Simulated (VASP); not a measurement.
Input of a VASP 6.6.1 run:

Contents of INCAR:

```
ALGO = Normal
EDIFF = 1E-6
EDIFFG = -0.01
ENCUT = 600
IBRION = 2
ISIF = 3
ISMEAR = 0
KPAR = 2
LASPH = T
LCHARG = F
LMIXTAU = T
LREAL = F
LWAVE = F
METAGGA = R2SCAN
NELM = 80
NSW = 90
PREC = Accurate
SIGMA = 0.03
```

Contents of KPOINTS:

```
k-points
0
Gamma
  10 10 10
```

File POSCAR:

```
Mg2Si
1.0
    0.0000000000      3.1955000000      3.1955000000
    3.1955000000      0.0000000000      3.1955000000
    3.1955000000      3.1955000000      0.0000000000
Mg Si
2 1
Direct
    0.2500000000      0.2500000000      0.2500000000
    0.7500000000      0.7500000000      0.7500000000
    0.0000000000      0.0000000000      0.0000000000
```

Potentials or basis: VASP PAW PBE potentials, release 64 (Mg, Si).

Command:

```sh
$ cat potpaw_PBE.64/Mg/POTCAR potpaw_PBE.64/Si/POTCAR > POTCAR
$ mpirun -np 2 vasp_std > vasp.out
```

(1) Estimate the space group after relaxing (to 0.05 Å).

(2) What does it give for the band gap on the k mesh?

(3) What does it give for the relaxed cell?

(4) Predict the relaxed volume.

Answers

(1) Fm-3m (No. 225).

(2) 0.44 eV, indirect (least direct gap 2.49 eV).

(3) a = 4.474 Å, b = 4.474 Å, c = 4.474 Å, α = 60.00°, β = 60.00°, γ = 60.00°.

(4) 21.11 Å³/atom.

Caveat: the PAW data sets were made with another functional, which shifts forces and pressure a little.
